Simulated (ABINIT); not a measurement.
Runs of ABINIT 10.8.3 (patched build) on CdF2. The structure is cubic, space group Fm-3m (No. 225). Conventional cell: a = 5.388 Å, b = 5.388 Å, c = 5.388 Å, α = 90.00°, β = 90.00°, γ = 90.00°. Cd (site symmetry m-3m) has 8 F at 2.33 Å as nearest neighbours. Around F (site symmetry -43m) lie 4 Cd at 2.33 Å. 

```tsv
task	level	potentials or basis	cell	k mesh	cutoff (eV)	smearing	bands in the sums	one-shot functional	cell freedom (optcell)	optimiser (ionmov)	cutoff smearing ecutsm (Ha)	gap on the mesh (eV)	pressure (GPa)	relaxed volume (Å³/atom)
one-shot levels of the hybrid PBE0-1/3	PBE	SPMS NC PBE v1.0	as given	6 × 6 × 6	1088	fixed	25	PBE0-1/3	-	-	-	(a)	-	-
relaxation of cell and atoms	PBE	PseudoDojo NC SR PBE v0.4.1 standard	relaxed	7 × 7 × 7	1442	fermi-dirac 0.05 eV	-	-	2	2	0.5	(b)	0.0	13.70
effective masses	PBE	PseudoDojo NC SR PBE v0.4 stringent	as given	6 × 6 × 6	1469	fixed	-	-	-	-	-	-	4.5	-
single point	PBE	PseudoDojo NC SR PBE v0.4 stringent	as given	7 × 7 × 7	1469	fermi-dirac 0.05 eV	-	-	-	-	-	3.18	4.5	-
relaxation of cell and atoms	LDA	PseudoDojo NC SR LDA v0.4.1 standard	relaxed	7 × 7 × 7	1442	fermi-dirac 0.05 eV	-	-	2	2	0.5	3.06	0.0	12.39
```

Alike in all rows: no spin polarisation.

Task: Estimate the missing entries.

Result: (a) 3.15; (b) 3.00.

Caveats: an odd mesh through Γ misses points on the zone boundary, where band edges often lie (some runs); the masses are taken at a mesh point that needn't be the band's extremum (some runs).

A k mesh can miss the band edges, and the runs leave out spin-orbit coupling on Cd.

Not every run made on this cell is shown here.
